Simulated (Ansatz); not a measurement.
Na3H: balancing the decomposition

All numbers below come from DFT PBE, scalar-relativistic, plane waves, PAW in Ansatz. All cells share a 420 eV cutoff and Γ-centred k meshes spaced at most about 0.3 Å⁻¹ (about 0.25 or finer for metals, 2π included). No spin polarisation.

Energies over the elements count from the elements' standard structures at the same level (H₂ as a molecule), with no fitted energy shifts.

These are static total energies at zero pressure. With hydrogen, zero-point motion can shift formation energies by some tens of meV/atom.

A trial structure of Na3H (reached from: Cu3Pd type (P4/mmm), changed on relaxing; relaxed: space group Pm-3m (No. 221), a = 4.720 Å) has a formation energy of 0.257 eV/atom. At its composition the lowest mixture among the elements and 1 reference phase computed alike (others may be missing) consists of these:

```csv
phase,source,ΔE_f (eV/atom)
Na (solid),element,-0.001
NaH (Fm-3m),COD,-0.196
```

The lowest database cell of Na (-0.001) lies slightly below the reference, hence the non-zero entry.

Q: Write the balanced decomposition and find its energy per atom, per formula unit and per mole of formula units.

A: Balancing Na and H gives Na3H → 2 Na + NaH. The left side holds 4 atoms, and the products take 2/4 (Na) and 2/4 (NaH) of them. The mixture therefore lies at 2/4 × (-0.001) + 2/4 × (-0.196) = -0.099 eV/atom. The reaction energy is -0.099 − (0.257) = -0.356 eV/atom. Times 4 atoms that is -1.424 eV per Na3H, and times 96.485 it is -137 kJ per mole of Na3H. Decomposition is downhill, so the trial structure is unstable against this mixture.
